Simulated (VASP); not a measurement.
# CdO (Fm-3m) in VASP: single point with HSE06

Aim: the single point of CdO with HSE06.

Everything below comes from runs of VASP 6.6.1. Logs are shortened: lines on timing, memory, paths and dates and some standing lists are left out, and cuts for length are marked.

### Step 1. The structure

The structure is cubic, space group Fm-3m (No. 225). The conventional cell has a = 4.705 Å, b = 4.705 Å, c = 4.705 Å, α = 90.00°, β = 90.00°, γ = 90.00°. Cd (site symmetry m-3m) is surrounded by 6 O at 2.35 Å. O (site symmetry m-3m) has 6 Cd at 2.35 Å as nearest neighbours.

The cell is a database's computed one.

### Step 2. Single point, HSE06

Contents of POSCAR:

```
CdO
1.0
    0.0000000000      2.3524600000      2.3524600000
    2.3524600000      0.0000000000      2.3524600000
    2.3524600000      2.3524600000      0.0000000000
Cd O
1 1
Direct
    0.0000000000      0.0000000000      0.0000000000
    0.5000000000      0.5000000000      0.5000000000
```

Contents of INCAR.step1:

```
SYSTEM = CdO
PREC     = Accurate       ! precision mode
ENCUT    = 520            ! plane-wave cutoff, eV
EDIFF    = 1E-5           ! SCF threshold, eV
ISMEAR   = 0              ! smearing method
SIGMA    = 0.1            ! smearing width, eV
LREAL    = .FALSE.        ! projectors in reciprocal space
LASPH    = .TRUE.         ! aspherical terms in the spheres
NELM     = 80             ! most SCF steps
ALGO     = Normal         ! electronic algorithm
ISIF     = 2              ! what is computed and relaxed
LWAVE    = .TRUE.         ! write WAVECAR
GGA      = PE             ! functional
```

Contents of INCAR.step2:

```
SYSTEM = CdO
PREC     = Accurate       ! precision mode
ENCUT    = 520            ! plane-wave cutoff, eV
EDIFF    = 1E-7           ! SCF threshold, eV
ISMEAR   = 0              ! smearing method
SIGMA    = 0.1            ! smearing width, eV
LREAL    = .FALSE.        ! projectors in reciprocal space
LASPH    = .TRUE.         ! aspherical terms in the spheres
NELM     = 80             ! most SCF steps
ALGO     = Normal         ! electronic algorithm
ISIF     = 2              ! what is computed and relaxed
LWAVE    = .FALSE.        ! write WAVECAR
LCHARG   = .TRUE.         ! write CHGCAR
GGA      = PE             ! functional
LHFCALC  = .TRUE.         ! exact exchange
HFSCREEN = 0.2            ! screening, 1/A
PRECFOCK = Fast         
LELF     = .TRUE.         ! ELF
LVHAR    = .TRUE.       
ISTART   = 1
```

Contents of KPOINTS:

```
regular mesh
0
G
  8 8 8
  0 0 0
```

Potentials or basis: VASP PAW PBE potentials, release 64 (Cd, O).

Launch:

```sh
cat potpaw_PBE.64/Cd/POTCAR potpaw_PBE.64/O/POTCAR > POTCAR
cp INCAR.step1 INCAR
mpirun -np 1 vasp_std > vasp.out
cp INCAR.step2 INCAR
mpirun -np 1 vasp_std > vasp.out
```

OUTCAR:

```text
SYSTEM = CdO
   PREC = Accurate
   ENCUT = 520
   EDIFF = 1E-7
   ISMEAR = 0
   LREAL = .FALSE.
   LASPH = .TRUE.
   NELM = 80
   ISIF = 2
   GGA = PE
   LHFCALC = .TRUE.
   HFSCREEN = 0.2
   PRECFOCK = Fast
   ISTART = 1

 ion  position               nearest neighbor table
   1  0.000  0.000  0.000-   2 2.35   2 2.35   2 2.35   2 2.35   2 2.35   2 2.35
   2  0.500  0.500  0.500-   1 2.35   1 2.35   1 2.35   1 2.35   1 2.35   1 2.35

  LATTYP: Found a face centered cubic cell.
 ALAT       =     4.7049200000

  Lattice vectors:

 A1 = (   0.0000000000,   2.3524600000,   2.3524600000)
 A2 = (   2.3524600000,   0.0000000000,   2.3524600000)
 A3 = (   2.3524600000,   2.3524600000,   0.0000000000)

Analysis of symmetry for initial positions (statically):
=====================================================================
 Subroutine PRICEL returns:
 Original cell was already a primitive cell.

 Routine SETGRP: Setting up the symmetry group for a
 face centered cubic supercell.

 Subroutine GETGRP returns: Found 48 space group operations
 (whereof 48 operations were pure point group operations)
 out of a pool of 48 trial point group operations.

The static configuration has the point symmetry O_h .

Analysis of symmetry for dynamics (positions and initial velocities):
=====================================================================
 Subroutine PRICEL returns:
 Original cell was already a primitive cell.

 Routine SETGRP: Setting up the symmetry group for a
 face centered cubic supercell.

 Subroutine GETGRP returns: Found 48 space group operations
 (whereof 48 operations were pure point group operations)
 out of a pool of 48 trial point group operations.

The dynamic configuration has the point symmetry O_h .

 Subroutine INISYM returns: Found 48 space group operations
 (whereof 48 operations are pure point group operations),
 and found     1 'primitive' translations

----------------------------------------------------------------------------------------

                                     Primitive cell

  volume of cell :      26.0373

  direct lattice vectors                    reciprocal lattice vectors
     0.000000000  2.352460000  2.352460000    -0.212543465  0.212543465  0.212543465
     2.352460000  0.000000000  2.352460000     0.212543465 -0.212543465  0.212543465
     2.352460000  2.352460000  0.000000000     0.212543465  0.212543465 -0.212543465

[... 102 lines left out ...]
     AMIX     =   0.40;   BMIX     =  1.00
     AMIX_MAG =   1.60;   BMIX_MAG =  1.00
  volume/ion in A,a.u.               =      13.02        87.85
  Fermi-wavevector in a.u.,A,eV,Ry     =   1.447549  2.735472 28.509641  2.095400
  Thomas-Fermi vector in A             =   2.565492
   LORBIT       =      0    0 simple, 1 ext, 2 COOP (PROOUT), +10 PAW based schemes
   GGA     = PE    functional components
   LHFCALC =     T    Hartree Fock is set to
   PRECFOCK=fast      Normal, Fast or Accurate (Low or Medium for compatibility)
   ENCUT4O =  -1.0   cutoff for four orbital integrals eV
   NKREDX  =     1    reduce k-point grid by
   NKREDY  =     1    reduce k-point grid by
   NKREDZ  =     1    reduce k-point grid by
   AEXX    =    0.2500 exact exchange contribution
   HFSCREEN=    0.2000 screening length (either q_TF or 0.3 A-1)
   HFSCREENC=   0.2000 screening length for correlation (either q_TF or 0.3 A-1)
   ENCUTFOCK=  -1.0 apply spherical cutoff to Coloumb kernel
   IVDW    =     0    specifies the selected vdW correction
   LEPSILON=     F    determine dielectric tensor
   LRPA    =     F    only Hartree local field effects (RPA)
 non-spin polarized calculation
 Gauss-broadening in eV      SIGMA  =   0.10
  energy-cutoff  :      520.00
  volume of cell :       26.04
 maximum number of plane-waves:       725
 NGX is ok and might be reduce to    28
  NGX = 16; NGY = 16; NGZ = 16

 number of electron      18.0000002 magnetization

 Free energy of the ion-electron system (eV)
  ---------------------------------------------------
  ext. energy  EPLUGINS =         0.00000000
  ---------------------------------------------------
  free energy    TOTEN  =       -10.01960483 eV

  energy without entropy =      -10.01960483  energy(sigma->0) =      -10.01960483

 E-fermi :   1.4346     XC(G=0):  -9.5276

 val. band max:        0.9546702371   @ k =   0.5000   0.0000   0.0000
 cond. band min:       1.8427938468   @ k =   0.0000   0.0000   0.0000
 fundamental gap:      0.8881236097
 Fermi energy:         1.4346055978

 k-point     1 :       0.0000    0.0000    0.0000
  band No.  band energies     occupation
      1     -17.9802      2.00000
      2      -6.5470      2.00000
      3      -6.5470      2.00000
      4      -6.5470      2.00000
      5      -6.2916      2.00000
      6      -6.2916      2.00000
      7      -0.3806      2.00000
      8      -0.3806      2.00000
      9      -0.3806      2.00000
     10       1.8428      0.00000
     11      17.5325      0.00000
     12      19.7261      0.00000
     13      19.7261      0.00000
[... 354 lines left out ...]
  band No.  band energies     occupation
      1     -17.1844      2.00000
      2      -7.1000      2.00000
      3      -6.8683      2.00000
      4      -6.8526      2.00000
      5      -6.0097      2.00000
      6      -5.9905      2.00000
      7      -2.9464      2.00000
      8      -0.7315      2.00000
      9       0.2910      2.00000
     10       8.9209      0.00000
     11       9.6001      0.00000
     12      12.6382      0.00000
     13      15.0707      0.00000

 [... further k-points ...]

------------------------ aborting loop because EDIFF is reached ----------------------------------------

  FORCE on cell =-STRESS in cart. coord.  units (eV):
  Direction    XX          YY          ZZ          XY          YZ          ZX
  --------------------------------------------------------------------------------------
  -------------------------------------------------------------------------------------
  Total        0.2720461      0.2720461      0.2720461     -0.0000000      0.0000000     -0.0000000
  in kB       16.7400342     16.7400342     16.7400342     -0.0000000      0.0000000     -0.0000000
  external PRESSURE =      16.7400342 kB  Pullay stress =       0.0000000 kB

 VOLUME and BASIS-vectors are now :
 -----------------------------------------------------------------------------
  energy-cutoff  :      520.00
  volume of cell :       26.04
      direct lattice vectors                 reciprocal lattice vectors
     0.000000000  2.352460000  2.352460000    -0.212543465  0.212543465  0.212543465
     2.352460000  0.000000000  2.352460000     0.212543465 -0.212543465  0.212543465
     2.352460000  2.352460000  0.000000000     0.212543465  0.212543465 -0.212543465

 POSITION                                       TOTAL-FORCE (eV/Angst)
 -----------------------------------------------------------------------------------
      0.00000      0.00000      0.00000        -0.000000      0.000000     -0.000000
      2.35246      2.35246      2.35246         0.000000      0.000000      0.000000
 -----------------------------------------------------------------------------------
    total drift:                               -0.000003     -0.000004     -0.000004

  FREE ENERGIE OF THE ION-ELECTRON SYSTEM (eV)
  ---------------------------------------------------
  free  energy   TOTEN  =       -10.0196048308 eV

  energy  without entropy=      -10.0196048308  energy(sigma->0) =      -10.01960483
```

Wall time 66 min (1 thread of AMD EPYC 7R13 (Zen 3), shared host); peak memory 0.25 GiB.

Results:

```yaml
Free_energy: -10.0196 eV
Pressure: 1.7 GPa
Band_gap_on_the_k_mesh: 0.89 eV, indirect (least direct gap 2.22 eV)
```

Levels at points of the mesh, in eV from the valence-band top:
| k point | band 5 | band 6 | band 7 | band 8 | band 9 | band 10 | band 11 | band 12 | band 13 |
| --- | --- | --- | --- | --- | --- | --- | --- | --- | --- |
| (0.00, 0.00, 0.00) | -7.25 | -7.25 | -1.34 | -1.34 | -1.34 | 0.89 | 16.58 | 18.77 | 18.77 |
| (0.50, 0.00, 0.00) | -6.96 | -6.96 | -4.11 | 0.00 | 0.00 | 5.91 | 9.34 | 13.77 | 13.77 |
| (0.50, 0.50, 0.00) | -6.81 | -6.52 | -4.57 | -2.42 | -2.42 | 5.62 | 10.46 | 12.70 | 15.50 |

Caveat: the PAW data sets were made with another functional, which shifts forces and pressure a little.
